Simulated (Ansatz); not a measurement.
Wires are cut from relaxed bulk HfO2 (Fm-3m, not its usual structure, 10.69 Å³/atom, gap on the mesh 3.69 eV); atoms and period are relaxed, and energies count from that bulk.

These are results of Ansatz 0.2.0, DFT PBEsol, scalar-relativistic, plane waves, PAW, not measurements.

Cutoff 420 eV, Gaussian smearing of 0.05 eV, energies at zero smearing, symmetry of each start kept, no spin polarisation.

```csv
start,atoms,k mesh,excess energy (eV per host atom),line energy (eV/Å),period (Å),gap on the mesh (eV)
"[111] wire, 27 host atoms a period",27,1×1×4,0.594,1.907,8.417,3.50
"[111] wire, 30 host atoms a period",30,1×1×4,0.488,1.692,8.648,3.85
```

Spin-orbit coupling is left out, which matters for the bands of heavy elements.

Each run keeps its start's symmetry and one magnetic start, so lower states can exist.

Cost: 2 runs of about 61 core-minutes in all, on Intel Xeon Platinum 8375C (Ice Lake) (shared hosts).